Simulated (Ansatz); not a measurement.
# B: a trial structure relaxed

Aim: relax a trial structure of B and see where it ends.

Computed with Ansatz 0.2.0 (DFT PBE, scalar-relativistic, plane waves, PAW, unless a step's input says otherwise).

2 further runs of the same task are left out: 1 that didn't finish, 1 set aside as unsound or not needed.

## 1. The starting structure

The structure is tetragonal, space group P4/mmm (No. 123). The conventional cell has a = 2.044 Å, b = 2.044 Å, c = 2.377 Å, α = 90.00°, β = 90.00°, γ = 90.00°. B (site symmetry 4mm) is surrounded by 2 B at 1.17 to 1.21 Å.

Coordinates:

```xyz
2
Lattice="2.0444 0.0000 0.0000 0.0000 2.0444 0.0000 0.0000 0.0000 2.3766" Properties=species:S:1:pos:R:3 pbc="T T T"
B     1.0222    1.0222    1.7737
B     1.0222    1.0222    0.6029
```

A structure generator made this guess: random cell by space group and Wyckoff sites (P4/mmm, No. 123). Its size is a rough estimate.

## 2. Probe: one point on a coarse mesh

Contents of input.yaml:

```yaml
crystal:
  lattice:
    - [2.04443205, 0.0, 0.0]
    - [0.0, 2.04443205, 0.0]
    - [0.0, 0.0, 2.37655456]
  atoms:
    - { symbol: B, position: [0.5, 0.5, 0.74632084] }
    - { symbol: B, position: [0.5, 0.5, 0.25367916] }
basis:
  ecutwfc: 420
kpoints:
  mp_grid: { grid: [8, 8, 8] }
hamiltonian:
  xc: pbe
scf:
  occupations: { method: gaussian, width: 0.1 }
  lower_state_search: "off"
output:
  forces: true
  stress: true
  eigenvalues: true
```

Started as:

```sh
$ ansatz run input.yaml --threads 1 --pin off --max-ram 2560MiB --backend cpu --events-out ev --progress --plain --runs-dir out
```

The session goes on with these runs: a loose first relaxation; final relaxation; the kicked end on a coarse mesh; rough relaxation on the coarse mesh (after the kick); full relaxation (after the kick).

**Question.** What will these runs give? Wanted: conventional cell; volume; energy over the standard state; gap on the mesh.

As calculated:

| quantity | value |
| --- | --- |
| symmetry at the first end (tolerance 0.05 Å) | space group P4/mmm (No. 123) |
| conventional cell | a = 2.347 Å, b = 2.347 Å, c = 1.586 Å, α = 90.00°, β = 90.00°, γ = 90.00° |
| volume | 8.73 Å³/atom |
| energy over the standard state | +1.06 eV/atom |
| gap on the mesh | none (metal) |

What this shows: The space group P4/mmm (No. 123) is kept, and the volume per atom grows by 75.8 % from the first guess. It lies above the element's standard state, so it is metastable at best. No finished test with a distortion of lower symmetry is shown, so the end may be a saddle point.
